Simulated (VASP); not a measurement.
# HfN (P6_3/mmc) in VASP: notebook

Aim: see how the results for HfN move with the level of theory and the settings. Levels: LDA, PBE. Tasks: phonons, equation of state.

Program: VASP 6.6.1. These are calculated values, not measurements. Logs are shortened: lines on timing, memory, paths and dates and some standing lists are left out, and cuts for length are marked.

## Step 1: Starting point

Symmetry: P6_3/mmc, No. 194, hexagonal system. Conventional cell: a = 3.134 Å, b = 3.134 Å, c = 5.417 Å, α = 90.00°, β = 90.00°, γ = 120.00°. Hf (site symmetry -6m2) is surrounded by 6 N at 2.26 Å. N (site symmetry -3m) is surrounded by 6 Hf at 2.26 Å.

The cell comes from a database or a generator and needn't be the stable form of this composition.

## Step 2: Phonons, LDA

POSCAR

```
HfN
1.0
    3.1339080219      0.0000000000      0.0000000000
   -1.5669540110      2.7140439601      0.0000000000
    0.0000000000      0.0000000000      5.4167677200
Hf N
2 2
Direct
    0.3333333333      0.6666666667      0.2500000000
    0.6666666667      0.3333333333      0.7500000000
    0.0000000000      0.0000000000      0.5000000000
    0.0000000000      0.0000000000      0.0000000000
```

INCAR.step1

```
SYSTEM = HfN
  PREC = Accurate
  ENCUT = 600
  EDIFF = 1E-8
  ISMEAR = 0
  SIGMA = 0.02
  LREAL = .False.
  LASPH = .True.
  NELM = 100
  ALGO = Normal
  ISIF = 3
  LWAVE = .False.
  LCHARG = .False.
  IBRION = 2
  NSW = 40
  EDIFFG = -0.002
  KPAR = 4
```

INCAR.step2

```
SYSTEM = HfN
  PREC = Accurate
  ENCUT = 600
  EDIFF = 1E-8
  ISMEAR = 0
  SIGMA = 0.02
  LREAL = .False.
  LASPH = .True.
  NELM = 100
  ALGO = Normal
  ISIF = 2
  LWAVE = .False.
  LCHARG = .False.
  IBRION = 8
  NSW = 1
  LEPSILON = .True.
  KPAR = 4
```

KPOINTS

```
Automatic mesh
0
Gamma
  10 10 6
  0 0 0
```

Potentials or basis: VASP PAW LDA potentials, release 64 (Hf_pv, N).

The run is started by

```
$ cat potpaw_LDA.64/Hf_pv/POTCAR potpaw_LDA.64/N/POTCAR > POTCAR
$ cp INCAR.step1 INCAR
$ mpirun -np 4 vasp_std > vasp.out
$ cp CONTCAR POSCAR
$ cp INCAR.step2 INCAR
$ mpirun -np 4 vasp_std > vasp.out
```

OUTCAR:

```text
SYSTEM = HfN
   PREC = Accurate
   ENCUT = 600
   EDIFF = 1E-8
   ISMEAR = 0
   LREAL = .False.
   LASPH = .True.
   NELM = 100
   ISIF = 2
   IBRION = 8
   NSW = 1
   LEPSILON = .True.

 ion  position               nearest neighbor table
   1  0.333  0.667  0.250-   3 2.23   4 2.23   3 2.23   4 2.23   3 2.23   4 2.23   2 3.22   2 3.22
                             2 3.22   2 3.22   2 3.22   2 3.22
   2  0.667  0.333  0.750-   3 2.23   4 2.23   3 2.23   4 2.23   3 2.23   4 2.23   1 3.22   1 3.22
                             1 3.22   1 3.22   1 3.22   1 3.22
   3  0.000  0.000  0.500-   1 2.23   2 2.23   2 2.23   1 2.23   2 2.23   1 2.23
   4  0.000  0.000  0.000-   1 2.23   2 2.23   2 2.23   1 2.23   2 2.23   1 2.23

  LATTYP: Found a hexagonal cell.
 ALAT       =     3.0980243552
 C/A-ratio  =     1.7262401234

  Lattice vectors:

 A1 = (   3.0980243552,   0.0000000000,   0.0000000000)
 A2 = (  -1.5490121777,   2.6829677932,   0.0000000000)
 A3 = (   0.0000000000,   0.0000000000,   5.3479339451)

Analysis of symmetry for initial positions (statically):
=====================================================================
 Subroutine PRICEL returns:
 Original cell was already a primitive cell.

 Routine SETGRP: Setting up the symmetry group for a
 hexagonal supercell.

 Subroutine GETGRP returns: Found 24 space group operations
 (whereof 12 operations were pure point group operations)
 out of a pool of 24 trial point group operations.

The static configuration has the point symmetry D_3d.
 The point group associated with its full space group is D_6h.

Analysis of symmetry for dynamics (positions and initial velocities):
=====================================================================
 Subroutine PRICEL returns:
 Original cell was already a primitive cell.

 Routine SETGRP: Setting up the symmetry group for a
 hexagonal supercell.

 Subroutine GETGRP returns: Found 24 space group operations
[... 807 lines left out ...]
    1     2.45786    -0.00000    -0.00000
    2    -0.00000     2.45786    -0.00000
    3     0.00000    -0.00000     3.31289
 ion    2
    1     2.45786    -0.00000    -0.00000
    2    -0.00000     2.45786    -0.00000
    3     0.00000    -0.00000     3.31289
 ion    3
    1    -2.45786     0.00000     0.00000
    2     0.00000    -2.45786     0.00000
    3    -0.00000     0.00000    -3.31289
 ion    4
    1    -2.45786     0.00000    -0.00000
    2     0.00000    -2.45786    -0.00000
    3     0.00000     0.00000    -3.31289

 INTERNAL STRAIN TENSOR FOR ION    4 for displacements in x,y,z  (eV/Angst):
          X           Y           Z          XY          YZ          ZX
  --------------------------------------------------------------------------------
  x     0.00000     0.00000     0.00000     0.00000     0.00000     0.00000
  y     0.00000     0.00000     0.00000     0.00000     0.00000     0.00000
  z     0.00000     0.00000     0.00000     0.00000     0.00000     0.00000

 SECOND DERIVATIVES (NOT SYMMETRIZED)
 ------------------------------------
               1X          1Y          1Z          2X          2Y          2Z          3X          3Y          3Z          4X          4Y          4Z
  1X   -11.060967    0.000000    0.000000    1.123783   -0.000000    0.000000    4.968592   -0.000000    0.000000    4.968592   -0.000000   -0.000000
  1Y     0.000000  -11.060967    0.000000   -0.000000    1.123783    0.000000   -0.000000    4.968592    0.000000   -0.000000    4.968592   -0.000000
  1Z     0.000000   -0.000000   -5.749761    0.000000    0.000000   -5.429626   -0.000000    0.000000    5.589693    0.000000    0.000000    5.589693
  2X     1.123783   -0.000000    0.000000  -11.060967    0.000000    0.000000    4.968592   -0.000000    0.000000    4.968592   -0.000000   -0.000000
  2Y    -0.000000    1.123783    0.000000    0.000000  -11.060967    0.000000   -0.000000    4.968592    0.000000   -0.000000    4.968592   -0.000000
  2Z     0.000000    0.000000   -5.429626    0.000000   -0.000000   -5.749761   -0.000000    0.000000    5.589693    0.000000    0.000000    5.589693
  3X     5.011436   -0.000000    0.000000    5.011436   -0.000000    0.000000  -12.176720    0.000000    0.000000    2.153848   -0.000000    0.000000
  3Y    -0.000000    5.011436    0.000000   -0.000000    5.011436    0.000000    0.000000  -12.176720    0.000000   -0.000000    2.153848    0.000000
  3Z     0.000000    0.000000    5.592259    0.000000    0.000000    5.592259    0.000000   -0.000000  -17.993940   -0.000000   -0.000000    6.809423
  4X     5.011436   -0.000000    0.000000    5.011436   -0.000000    0.000000    2.153848   -0.000000    0.000000  -12.176720    0.000000    0.000000
  4Y    -0.000000    5.011436    0.000000   -0.000000    5.011436    0.000000   -0.000000    2.153848    0.000000    0.000000  -12.176720    0.000000
  4Z    -0.000000   -0.000000    5.592259   -0.000000   -0.000000    5.592259    0.000000    0.000000    6.809423   -0.000000    0.000000  -17.993940

 Eigenvectors and eigenvalues of the dynamical matrix
 ----------------------------------------------------

   1 f  =   20.807815 THz   130.739359 2PiTHz  694.074005 cm-1    86.054170 meV
             X         Y         Z           dx          dy          dz
     -0.000000  1.788645  1.336983    -0.000000   -0.000000   -0.000000
      1.549012  0.894323  4.010950    -0.000000   -0.000000   -0.000000
      0.000000  0.000000  2.673967    -0.000000   -0.000000   -0.707107
      0.000000  0.000000  0.000000     0.000000    0.000000    0.707107
[... 71 lines left out ...]
  12 f/i=    0.015254 THz     0.095841 2PiTHz    0.508804 cm-1     0.063084 meV
             X         Y         Z           dx          dy          dz
     -0.000000  1.788645  1.336983     0.637562   -0.239656   -0.000000
      1.549012  0.894323  4.010950     0.637562   -0.239656   -0.000000
      0.000000  0.000000  2.673967     0.177801   -0.066834   -0.000000
      0.000000  0.000000  0.000000     0.177801   -0.066834   -0.000000

--------------------------------------------------------------------------------------------------------

 MACROSCOPIC STATIC DIELECTRIC TENSOR IONIC CONTRIBUTION
 ------------------------------------------------------
           4.928216    -0.000000    -0.000000
          -0.000000     4.928216    -0.000000
          -0.000000    -0.000000     7.991087
 ------------------------------------------------------

 ELASTIC MODULI CONTR FROM IONIC RELAXATION (kBar)
 Direction    XX          YY          ZZ          XY          YZ          ZX
 --------------------------------------------------------------------------------
 XX          -7.4181      7.4181     -0.0000      0.0000     -0.0000     -0.0000
 YY           7.4181     -7.4181      0.0000      0.0000      0.0000      0.0000
 ZZ          -0.0000      0.0000     -0.0000      0.0000     -0.0000     -0.0000
 XY           0.0000      0.0000      0.0000     -7.4181      0.0000      0.0000
 YZ          -0.0000      0.0000     -0.0000      0.0000     -0.0000     -0.0000
 ZX          -0.0000      0.0000     -0.0000      0.0000     -0.0000     -0.0000
 --------------------------------------------------------------------------------

 PIEZOELECTRIC TENSOR IONIC CONTR  for field in x, y, z        (C/m^2)
          XX          YY          ZZ          XY          YZ          ZX
  --------------------------------------------------------------------------------
  x     0.00000    -0.00000    -0.00000     0.00000     0.00000     0.00000
  y     0.00000    -0.00000    -0.00000     0.00000    -0.00000    -0.00000
  z     0.00000    -0.00000    -0.00000     0.00000     0.00000     0.00000
```

It took 5.7 min on 4 MPI ranks of Intel Xeon 6975P-C (Granite Rapids), shared host; peak memory 0.62 GiB.

What came out:

| Quantity | Value |
| --- | --- |
| Relaxed volume | 11.11 Å³/atom |
| Relaxed cell | a = 3.098 Å, b = 3.098 Å, c = 5.348 Å, α = 90.00°, β = 90.00°, γ = 120.00° |
| Space group after relaxing (to 0.05 Å) | P6_3/mmc (No. 194) |
| Electronic dielectric tensor (diagonal) | 15.46, 15.46, 8.01 |
| Born charges (mean of the diagonal) | Hf +2.74; N -2.74 e |
| Highest phonon frequency at Γ, LO-TO splitting left out | 694 cm⁻¹ |

The path:
| step | energy change (eV) | largest force (eV/Å) | pressure (GPa) | volume (Å³) |
| --- | --- | --- | --- | --- |
| 1 | 0.0000 | 0.0000 | -10.03 | 46.07 |
| 2 | 0.1651 | 0.0000 | 24.50 | 41.43 |
| 3 | -0.0523 | 0.0000 | -0.24 | 44.49 |
| 4 | -0.0524 | 0.0000 | -0.02 | 44.46 |
| 5 | -0.0523 | 0.0000 | 0.20 | 44.42 |
| 6 | -0.0523 | 0.0000 | -0.33 | 44.50 |
| 7 | -0.0524 | 0.0000 | -0.02 | 44.45 |
| 8 | -0.0524 | 0.0000 | -0.01 | 44.45 |
| 9 | -0.0524 | 0.0000 | 0.01 | 44.45 |

Final structure:
```yaml
crystal:
  lattice:
    - [3.09802, 0.00000, 0.00000]
    - [-1.54901, 2.68297, 0.00000]
    - [0.00000, 0.00000, 5.34793]
  atoms:
    - { symbol: Hf, position: [0.33333, 0.66667, 0.25000] }
    - { symbol: Hf, position: [0.66667, 0.33333, 0.75000] }
    - { symbol: N, position: [0.00000, 0.00000, 0.50000] }
    - { symbol: N, position: [0.00000, 0.00000, 0.00000] }
```

Phonon frequencies in cm⁻¹ (negative: imaginary):
```tsv
q point	frequencies
(0.000, 0.000, 0.000)	-1 -1 0 22 136 136 458 458 484 528 528 694
```

Electronic dielectric tensor:
```
15.46  0.00  0.00
 0.00 15.46  0.00
 0.00  0.00  8.01
```

Born effective charge tensors (e):
atom 1, Hf
```
2.46 0.00 0.00
0.00 2.46 0.00
0.00 0.00 3.31
```
atom 2, Hf
```
2.46 0.00 0.00
0.00 2.46 0.00
0.00 0.00 3.31
```
atom 3, N
```
-2.46  0.00  0.00
 0.00 -2.46  0.00
 0.00  0.00 -3.31
```
atom 4, N
```
-2.46  0.00  0.00
 0.00 -2.46  0.00
 0.00  0.00 -3.31
```

[end of part 1 of 8]
